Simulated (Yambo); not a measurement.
# GaP (F-43m) in Yambo: notebook

One crystal, GaP, is run at these levels: PBE; tasks: G0W0 quasiparticle levels, optical spectrum.

Program: Yambo 5.3.0. These are calculated values, not measurements. Logs are shortened: lines on timing, memory, paths and dates and some standing lists are left out, and cuts for length are marked.

## Step 1: The structure

The structure is cubic, space group F-43m (No. 216). The conventional cell has a = 5.451 Å, b = 5.451 Å, c = 5.451 Å, α = 90.00°, β = 90.00°, γ = 90.00°. Around Ga (site symmetry -43m) lie 4 P at 2.36 Å. Around P (site symmetry -43m) lie 4 Ga at 2.36 Å.

## Step 2: G0W0 quasiparticle levels, PBE

g0w07.in reads:

```
gw0
dyson
el_el_corr
rim_cut
HF_and_locXC
ppa
em1d
RandQpts= 1000000
RandGvec= 50 RL
EXXRLvcs= 80 Ry
VXCRLvcs= 80 Ry
Chimod= "HARTREE"
% BndsRnXp
 1 | 129 |
%
NGsBlkXp= 8 Ry
% LongDrXp
 1 | 1 | 1 |
%
PPAPntXp= 27.21138 eV
% GbndRnge
 1 | 19 |
%
GTermKind= "BG"
DysSolver= "n"
ExtendOut
% QPkrange
 1 | 1 | 7 | 10 |
 7 | 7 | 7 | 10 |
%
```

scf.in reads:

```
&CONTROL
  calculation = 'scf'
  prefix = 'pwscf'
  outdir = './tmp'
  pseudo_dir = './pseudo'
/
&SYSTEM
  ibrav = 0
  nat = 2
  ntyp = 2
  ecutwfc = 80
  nbnd = 15
  occupations = 'smearing'
  smearing = 'fd'
  degauss = 0.00367493
  force_symmorphic = .true.
/
&ELECTRONS
  conv_thr = 4d-10
  electron_maxstep = 120
  mixing_beta = 0.5
/
ATOMIC_SPECIES
Ga    69.7230 Ga.upf
P     30.9738 P.upf
CELL_PARAMETERS angstrom
   0.0000000000    2.7252500000    2.7252500000
   2.7252500000    0.0000000000    2.7252500000
   2.7252500000    2.7252500000    0.0000000000
ATOMIC_POSITIONS crystal
Ga     0.0000000000    0.0000000000    0.0000000000
P      0.7500000000    0.7500000000    0.7500000000
K_POINTS automatic
8 8 8 0 0 0
```

nscf.in reads:

```
&CONTROL
  calculation = 'nscf'
  prefix = 'pwscf'
  outdir = './tmp'
  pseudo_dir = './pseudo'
/
&SYSTEM
  ibrav = 0
  nat = 2
  ntyp = 2
  ecutwfc = 80
  nbnd = 129
  occupations = 'fixed'
  force_symmorphic = .true.
/
&ELECTRONS
  conv_thr = 1d-08
  diago_full_acc = .true.
  diago_thr_init = 1d-06
/
ATOMIC_SPECIES
Ga    69.7230 Ga.upf
P     30.9738 P.upf
CELL_PARAMETERS angstrom
   0.0000000000    2.7252500000    2.7252500000
   2.7252500000    0.0000000000    2.7252500000
   2.7252500000    2.7252500000    0.0000000000
ATOMIC_POSITIONS crystal
Ga     0.0000000000    0.0000000000    0.0000000000
P      0.7500000000    0.7500000000    0.7500000000
K_POINTS automatic
4 4 4 0 0 0
```

Potentials or basis: PseudoDojo 0.4.1 SR PBE standard.

Run with:

```bash
OMP_NUM_THREADS=1 pw.x -in scf.in > scf.out
OMP_NUM_THREADS=1 pw.x -in nscf.in > nscf.out
cd tmp/pwscf.save; p2y; mv SAVE ../..; cd ../..
OMP_NUM_THREADS=1 yambo
mkdir -p g0w07; ln -s $PWD/g0w00/ndb.pp* g0w07/
mkdir -p g0w07; ln -s $PWD/g0w00/ndb.RIM g0w07/
OMP_NUM_THREADS=1 yambo -F g0w07.in -J g0w07 -C g0w07_out
```

Yambo's report:

```text
[... sections 02.01 to 02.04 as in the set-up run ...]

  [02.05] Energies & Occupations
  ==============================

  [X] === General ===
  [X] Electronic Temperature                        :  0.000000  0.000000 [eV K]
  [X] Bosonic    Temperature                        :  0.000000  0.000000 [eV K]
  [X] Finite Temperature mode                       : no
  [X] El. density                                   :  0.44466E+24 [cm-3]
  [X] Fermi Level                                   :  7.613019 [eV]

  [X] === Gaps and Widths ===
  [X] Conduction Band Min                           :  1.656416 [eV]
  [X] Valence Band Max                              :  0.000000 [eV]
  [X] Filled Bands                                  :   9
  [X] Empty Bands                                   :   10  129
  [X] Direct Gap                                    :  1.818271 [eV]
  [X] Direct Gap localized at k                     :  1
  [X] Indirect Gap                                  :  1.656416 [eV]
  [X] Indirect Gap between kpts                     :   1   7
  [X] Last valence band width                       :  3.417241 [eV]
  [X] 1st conduction band width                     :  3.047778 [eV]

 [03] Transferred momenta grid and indexing
 ==========================================

 IBZ Q-points                                      :   8
 BZ  Q-points                                      :   64

 K/Q-points units:
 rlu = crystal or reduced units; cc = cartesian coordinates; iku = interal k-units

 Q [1]          [rlu]:  0.000000  0.000000  0.000000
 Q [2]          [rlu]: -0.25926E-17 -0.25926E-17  0.25000
 Q [3]          [rlu]:  0.51853E-17  0.51853E-17 -0.50000
 Q [4]          [rlu]:  0.17252E-17  0.25000      0.25000
 Q [5]          [rlu]:  0.64517E-16  0.25000      0.50000
 Q [6]          [rlu]:  0.51853E-17  0.25000     -0.25000
 Q [7]          [rlu]: -0.34504E-17 -0.50000     -0.50000
 Q [8]          [rlu]:  0.250000 -0.500000 -0.250000

 [04] Coloumb potential Random Integration (RIM)
 ===============================================

 Summary of Coulomb integrals for non-metallic bands |Q|[au] RIM/Bare

 Q [1] 0.100000E-4 0.995988 * Q [2] 0.264147 1.066458
 Q [4] 0.305010 1.065091 * Q [6] 0.431350 1.027253
 Q [5] 0.505803 1.020682 * Q [3] 0.528294 1.017918
 Q [7] 0.610021 1.014689 * Q [8] 0.682024 1.011759

 [05] Dipoles
 ============

  [05.01] Setup: observables and procedures
  =========================================

  [WF-Oscillators/G space/Transverse up loader] Normalization (few states)  min/max  :  0.22033E-16   1.0000

  [WR./g0w07//ndb.dipoles]--------------------------------------------------------
   Brillouin Zone Q/K grids (IBZ/BZ)                :    8   64    8   64
[... 75 lines left out ...]
  [GW/PPA] G damping       :  0.100000 [eV]

  QP @ state[ 1 ] K range:  1  1
  QP @ state[ 1 ] b range:   7  10
  QP @ state[ 2 ] K range:   7   7
  QP @ state[ 2 ] b range:   7  10
[... 19 lines left out ...]
   :: Time ordering fails/rest    :  0.500120
   :: Mean rel dev of PP cond     :  0.336524
   Current Q-pt index             :   6
   :: PP condition fails/total    :  0.333209
   :: Time ordering fails/rest    :  0.499321
   :: Mean rel dev of PP cond     :  0.333223
   Current Q-pt index             :   7
   :: PP condition fails/total    :  0.343439
   :: Time ordering fails/rest    :  0.500609
   :: Mean rel dev of PP cond     :  0.343454
   Current Q-pt index             :   8
   :: PP condition fails/total    :  0.338217
   :: Time ordering fails/rest    :  0.500362
   :: Mean rel dev of PP cond     :  0.338236

  [08.02] QP properties and I/O
  =============================

  Legend (energies in eV)
  - B  : Band       - Eo  : bare energy
  - E  : QP energy  - Z   : Renormalization factor
  - So : Sc(Eo)     - S   : Sc(E)
  - dSp: Sc derivative precision

  - lXC: Local XC (Perdew, Burke & Ernzerhof(X)+Perdew, Burke & Ernzerhof(C))
  -nlXC: non-Local XC (Hartree-Fock)

  QP [eV] @ K [1] (iku):  0.000000  0.000000  0.000000
   B=7 Eo= -0.00 E= -0.56 E-Eo= -0.56 Re(Z)=0.80 Im(Z)=-0.136229E-2 nlXC= -14.5937 lXC= -12.7794 So=  1.11237
   B=8 Eo= -0.00 E= -0.55 E-Eo= -0.55 Re(Z)=0.80 Im(Z)=-0.136229E-2 nlXC= -14.5937 lXC= -12.7794 So=  1.12957
   B=9 Eo=  0.00 E= -0.54 E-Eo= -0.54 Re(Z)=0.80 Im(Z)=-0.136230E-2 nlXC= -14.5937 lXC= -12.7794 So=  1.13744
   B=10 Eo=  1.82 E=  1.96 E-Eo=  0.14 Re(Z)=0.80 Im(Z)=-0.134258E-2 nlXC= -8.00555 lXC= -12.3659 So= -4.18862

  QP [eV] @ K [7] (iku): -0.500000  0.000000  0.000000
   B=7 Eo= -6.75 E= -7.66 E-Eo= -0.91 Re(Z)=0.75 Im(Z)=-0.152120E-2 nlXC= -16.6993 lXC= -11.9088 So=  3.56614
   B=8 Eo= -2.68 E= -3.57 E-Eo= -0.89 Re(Z)=0.78 Im(Z)=-0.153744E-2 nlXC= -14.6474 lXC= -11.4296 So=  2.08089
   B=9 Eo= -2.68 E= -3.58 E-Eo= -0.90 Re(Z)=0.78 Im(Z)=-0.153933E-2 nlXC= -14.6474 lXC= -11.4296 So=  2.07127
   B=10 Eo=  1.66 E=  1.86 E-Eo=  0.20 Re(Z)=0.82 Im(Z)=-0.129144E-2 nlXC= -5.58618 lXC= -9.55048 So= -3.72179

  [WR./g0w07//ndb.QP]-------------------------------------------------------------
   Lattice constants                                :  5.149976  5.149976  5.149976
   Coulomb cutoff potential                         : none
   Electronic Temperature                           :  0.000000 [K]
   Bosonic    Temperature                           :  0.000000 [K]
   Green`s function   energies                      : Perdew, Burke & Ernzerhof(X)+Perdew, Burke & Ernzerhof(C)
   wavefunctions                                    : Perdew, Burke & Ernzerhof(X)+Perdew, Burke & Ernzerhof(C)
   PPA    diel. fun.  energies                      : Perdew, Burke & Ernzerhof(X)+Perdew, Burke & Ernzerhof(C)
   wavefunctions                                    : Perdew, Burke & Ernzerhof(X)+Perdew, Burke & Ernzerhof(C)
   QP tot states                                    :   8
   GW solver                                        : Newton
   GW approximation                                 : PPA
   PPA imaginary Energy                             :  27.21138 ev
   RIM G`s                                          :   51
   RIM random pts                                   :  1000000
   dS/dw steps                                      :  2
   dS/dw step                                       :  0.100000 ev
   X G`s                                            :  137 used
   X G`s                                            :  137 disk
   X bands                                          :    1  129
   X poles                                          :  100.0000 o/o
   X e/h E range                                    : -1.000000 -1.000000 ev
   X Hxc Kernel                                     : HARTREE
   X BZ energy Double Grid                          : no
   X Optical Averaged directions                    : none
   Sc/G bands                                       :   1  19
   Sc/G damping                                     :  0.100000 ev
   Sc bands terminator                              : yes
   Sc terminator kind                               : BG
   Sc Terminator pole                               :  40.81708
   Sx RL components                                 :   3383

   QP @ state[ 1 ] K range                          :  1  1
   QP @ state[ 1 ] b range                          :   7  10
   QP @ state[ 2 ] K range                          :   7   7
   QP @ state[ 2 ] b range                          :   7  10
   GF energies kind                                 : Perdew, Burke & Ernzerhof(X)+Perdew, Burke & Ernzerhof(C)
   GF WF`s kind                                     : Perdew, Burke & Ernzerhof(X)+Perdew, Burke & Ernzerhof(C)
   Xs energies kind                                 : Perdew, Burke & Ernzerhof(X)+Perdew, Burke & Ernzerhof(C)
   Xs WF`s kind                                     : Perdew, Burke & Ernzerhof(X)+Perdew, Burke & Ernzerhof(C)
```

o-g0w07.qp:

```text
# GW solver                                       : Newton
# GW approximation                                : PPA
# PPA imaginary Energy                            :   27.2113800    [ev]
[... 39 lines left out ...]
         7                  9                -2.681011          -3.580963          -0.899952          -11.42963          -14.64737           2.071270           2.317790          -7.452823           0.784996          -0.001539           14.23500           46.23898
         7                 10                 1.656416           1.855403           0.198988          -9.550477          -5.586184          -3.721785          -3.765306          -5.948067           0.820620          -0.001291          -12.69880           51.83261
#
```

Results:

```
Band gap on the k mesh, mean-field level          : 1.66 eV, indirect (least direct gap 1.82 eV)
Quasiparticle gap                                 : 2.38 eV
Least direct quasiparticle gap                    : 2.50 eV
Quasiparticle gap at Γ                            : 2.50 eV
Band gap of the same states before the correction : 1.64 eV
```

Quasiparticle terms (eV):
| k point | band | Kohn-Sham level | Vxc | Σx | Σc | Z | result |
| --- | --- | --- | --- | --- | --- | --- | --- |
| (0.000, 0.000, 0.000) | 7 | 0.00 | -12.78 | -14.59 | 1.11 | 0.80 | -0.56 |
| (0.000, 0.000, 0.000) | 8 | 0.00 | -12.78 | -14.59 | 1.13 | 0.80 | -0.55 |
| (0.000, 0.000, 0.000) | 9 | 0.00 | -12.78 | -14.59 | 1.14 | 0.80 | -0.54 |
| (0.000, 0.000, 0.000) | 10 | 1.82 | -12.37 | -8.01 | -4.19 | 0.80 | 1.96 |
| (0.000, -0.500, -0.500) | 7 | -6.75 | -11.91 | -16.70 | 3.57 | 0.75 | -7.66 |
| (0.000, -0.500, -0.500) | 8 | -2.68 | -11.43 | -14.65 | 2.08 | 0.78 | -3.57 |
| (0.000, -0.500, -0.500) | 9 | -2.68 | -11.43 | -14.65 | 2.07 | 0.78 | -3.58 |
| (0.000, -0.500, -0.500) | 10 | 1.66 | -9.55 | -5.59 | -3.72 | 0.82 | 1.86 |

Caveat: the k mesh is coarse (spacing up to 0.50 Å⁻¹), so the values aren't converged; the potentials hold a filled d shell without the s and p states of that shell, which can shift GW gaps by tenths of an eV, either way; this version prints the column dSc/dw multiplied by 27.2; the terminator is approximate in this version, by hundredths of an eV; the quasiparticle gap listed is the Kohn-Sham gap on the denser mesh of the self-consistent run plus the correction found on the GW mesh, so it differs from the gap in the log.

## Step 3: G0W0 quasiparticle levels, PBE

g0w08.in reads:

```
gw0
dyson
el_el_corr
HF_and_locXC
ppa
em1d
EXXRLvcs= 80 Ry
VXCRLvcs= 80 Ry
Chimod= "HARTREE"
% BndsRnXp
 1 | 129 |
%
NGsBlkXp= 8 Ry
% LongDrXp
 1 | 1 | 1 |
%
PPAPntXp= 27.21138 eV
% GbndRnge
 1 | 129 |
%
GTermKind= "none"
DysSolver= "n"
ExtendOut
% QPkrange
 1 | 1 | 7 | 10 |
 7 | 7 | 7 | 10 |
%
```

scf.in is that of step 2.

nscf.in is that of step 2.

Potentials or basis: PseudoDojo 0.4.1 SR PBE standard.

Run with:

```bash
OMP_NUM_THREADS=1 pw.x -in scf.in > scf.out
OMP_NUM_THREADS=1 pw.x -in nscf.in > nscf.out
cd tmp/pwscf.save; p2y; mv SAVE ../..; cd ../..
OMP_NUM_THREADS=1 yambo
OMP_NUM_THREADS=1 yambo -F g0w08.in -J g0w08 -C g0w08_out
```

Yambo's report:

```text
[... sections 02.01 to 02.04 as in the set-up run ...]

  [02.05] Energies & Occupations
  ==============================

  [X] === General ===
  [X] Electronic Temperature                        :  0.000000  0.000000 [eV K]
  [X] Bosonic    Temperature                        :  0.000000  0.000000 [eV K]
  [X] Finite Temperature mode                       : no
  [X] El. density                                   :  0.44466E+24 [cm-3]
  [X] Fermi Level                                   :  7.613019 [eV]

  [X] === Gaps and Widths ===
  [X] Conduction Band Min                           :  1.656416 [eV]
  [X] Valence Band Max                              :  0.000000 [eV]
  [X] Filled Bands                                  :   9
  [X] Empty Bands                                   :   10  129
  [X] Direct Gap                                    :  1.818271 [eV]
  [X] Direct Gap localized at k                     :  1
  [X] Indirect Gap                                  :  1.656416 [eV]
  [X] Indirect Gap between kpts                     :   1   7
  [X] Last valence band width                       :  3.417241 [eV]
  [X] 1st conduction band width                     :  3.047778 [eV]

 [03] Transferred momenta grid and indexing
[... 197 lines left out ...]
   B=8 Eo= -2.68 E= -3.44 E-Eo= -0.76 Re(Z)=0.78 Im(Z)=-0.149972E-2 nlXC= -14.2520 lXC= -11.4296 So=  1.84901
   B=9 Eo= -2.68 E= -3.44 E-Eo= -0.76 Re(Z)=0.78 Im(Z)=-0.150160E-2 nlXC= -14.2520 lXC= -11.4296 So=  1.84902
   B=10 Eo=  1.66 E=  1.94 E-Eo=  0.28 Re(Z)=0.82 Im(Z)=-0.126620E-2 nlXC= -5.50245 lXC= -9.55048 So= -3.70069

  [WR./g0w08//ndb.QP]-------------------------------------------------------------
   Lattice constants                                :  5.149976  5.149976  5.149976
   Coulomb cutoff potential                         : none
   Electronic Temperature                           :  0.000000 [K]
   Bosonic    Temperature                           :  0.000000 [K]
   Green`s function   energies                      : Perdew, Burke & Ernzerhof(X)+Perdew, Burke & Ernzerhof(C)
   wavefunctions                                    : Perdew, Burke & Ernzerhof(X)+Perdew, Burke & Ernzerhof(C)
   PPA    diel. fun.  energies                      : Perdew, Burke & Ernzerhof(X)+Perdew, Burke & Ernzerhof(C)
   wavefunctions                                    : Perdew, Burke & Ernzerhof(X)+Perdew, Burke & Ernzerhof(C)
   QP tot states                                    :   8
   GW solver                                        : Newton
   GW approximation                                 : PPA
   PPA imaginary Energy                             :  27.21138 ev
   dS/dw steps                                      :  2
   dS/dw step                                       :  0.100000 ev
   X G`s                                            :  137 used
   X G`s                                            :  137 disk
   X bands                                          :    1  129
   X poles                                          :  100.0000 o/o
   X e/h E range                                    : -1.000000 -1.000000 ev
   X Hxc Kernel                                     : HARTREE
   X BZ energy Double Grid                          : no
   X Optical Averaged directions                    : none
   Sc/G bands                                       :    1  129
   Sc/G damping                                     :  0.100000 ev
   Sc bands terminator                              : no
   Sx RL components                                 :   3383

   QP @ state[ 1 ] K range                          :  1  1
   QP @ state[ 1 ] b range                          :   7  10
   QP @ state[ 2 ] K range                          :   7   7
   QP @ state[ 2 ] b range                          :   7  10
   GF energies kind                                 : Perdew, Burke & Ernzerhof(X)+Perdew, Burke & Ernzerhof(C)
   GF WF`s kind                                     : Perdew, Burke & Ernzerhof(X)+Perdew, Burke & Ernzerhof(C)
   Xs energies kind                                 : Perdew, Burke & Ernzerhof(X)+Perdew, Burke & Ernzerhof(C)
   Xs WF`s kind                                     : Perdew, Burke & Ernzerhof(X)+Perdew, Burke & Ernzerhof(C)
```

Run time: 3.3 min. Hardware: 1 thread of Arm Neoverse V2, shared host; peak memory 0.46 GiB.

What came out:

| Property | Result |
| --- | --- |
| Band gap on the k mesh, mean-field level | 1.66 eV, indirect (least direct gap 1.82 eV) |
| Quasiparticle gap | 2.33 eV |
| Least direct quasiparticle gap | 2.42 eV |
| Quasiparticle gap at Γ | 2.42 eV |
| Band gap of the same states before the correction | 1.64 eV |

Quasiparticle terms (eV):
```tsv
k point	band	Kohn-Sham level	Vxc	Σx	Σc	Z	result
(0.000, 0.000, 0.000)	7	0.00	-12.78	-14.23	0.95	0.79	-0.40
(0.000, 0.000, 0.000)	8	0.00	-12.78	-14.23	0.95	0.79	-0.40
(0.000, 0.000, 0.000)	9	0.00	-12.78	-14.23	0.95	0.79	-0.40
(0.000, 0.000, 0.000)	10	1.82	-12.37	-7.90	-4.20	0.80	2.02
(0.000, -0.500, -0.500)	7	-6.75	-11.91	-16.25	3.32	0.74	-7.51
(0.000, -0.500, -0.500)	8	-2.68	-11.43	-14.25	1.85	0.78	-3.44
(0.000, -0.500, -0.500)	9	-2.68	-11.43	-14.25	1.85	0.78	-3.44
(0.000, -0.500, -0.500)	10	1.66	-9.55	-5.50	-3.70	0.82	1.94
```

Caveat: the k mesh is coarse (spacing up to 0.50 Å⁻¹), so the values aren't converged; the potentials hold a filled d shell without the s and p states of that shell, which can shift GW gaps by tenths of an eV, either way; this version prints the column dSc/dw multiplied by 27.2; the quasiparticle gap listed is the Kohn-Sham gap on the denser mesh of the self-consistent run plus the correction found on the GW mesh, so it differs from the gap in the log. A k mesh can miss the band edges.

[end of part 1 of 2]
